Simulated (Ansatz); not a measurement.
## P: ideal shear of a crystal plane

These are results of Ansatz 0.2.0, DFT PBEsol, scalar-relativistic, plane waves, PAW, not measurements. Cutoff 420 eV, Γ-centred 14×11×5 k-points, Gaussian smearing of 0.15 eV. No spin polarisation. Energies are free energies at this smearing, counted from the undisturbed cell; pressure is positive in compression.

Reference structure (relaxed at this level):

```
CELL_PARAMETERS angstrom
-3.31741 0.00000 0.00000
0.00000 0.00000 -4.19717
0.00000 -10.29071 0.00000
ATOMIC_POSITIONS crystal
P 0.00000 0.07287 0.85528
P 0.50000 0.07287 0.35528
P 0.00000 0.42713 0.35528
P 0.50000 0.42713 0.85528
P 0.00000 0.92713 0.64472
P 0.50000 0.92713 0.14472
P 0.00000 0.57287 0.14472
P 0.50000 0.57287 0.64472
```

The cell holds layers and no dispersion correction was added, so their binding is poorly described.

The cut lies on the cell's a–b face, a (0 -1 0) plane (indices in the standard cell, whose axes needn't be the Cartesian ones shown) of area 13.92 Å², between layers 2.98 Å apart. Vector c is tilted by f times 1·a − 1·b (length 5.350 Å) with the atoms' Cartesian places fixed: one unrelaxed fault a cell. The traction is dγ/du, the slope of γ against the slip u in Å. Some rows repeat others by symmetry and weren't run.

| f | γ (mJ/m²) | traction (GPa) |
| --- | --- | --- |
| 0.0000 | 0 | 0.0 |
| 0.0833 | 22 | 0.9 |
| 0.1667 | 70 | 1.1 |
| 0.2500 | 105 | 0.4 |
| 0.3333 | 108 | -0.2 |
| 0.4167 | 96 | -0.3 |
| 0.5000 | 90 | 0.0 |
| 0.5833 | 96 | 0.3 |
| 0.6667 | 108 | 0.2 |
| 0.7500 | 105 | -0.4 |
| 0.8333 | 70 | -1.1 |
| 0.9167 | 22 | -0.9 |

Read off the first barrier and the stress needed to climb it, and compare with Frenkel's sinusoid.

The traction changes sign between f = 0.250 and 0.333, so by linear interpolation the first maximum lies at f = 0.307, a slip of 1.64 Å, with γ ≈ 110 mJ/m², which stands in for the unstable fault energy γ_us, and the steepest sampled slope before it is 1.1 GPa. A sinusoid γ = γ_us sin²(πu/λ) with its maximum there has λ = 3.29 Å and a largest slope πγ_us/λ = 1.0 GPa (1 mJ/m² per Å = 0.01 GPa). The stand-in is too high: the stress and forces give a traction of 1.7 GPa across the line at this point, so it is no saddle, and slip that bends off the line crosses lower.

Is there a metastable fault on this line?

The samples dip to a local minimum of 90 mJ/m² at f = 0.500. If it survives relaxation and slip across the line, it is a planar fault that lets a dislocation split into partials, more widely the lower its energy.

The cut is rigid; relaxing the faces lowers these energies and usually the stresses.

In a metal these slopes depend on the k mesh and the smearing.

Cost: 7 runs of about 14 core-minutes in all, on Intel Xeon Processor @ 2.70GHz (shared hosts).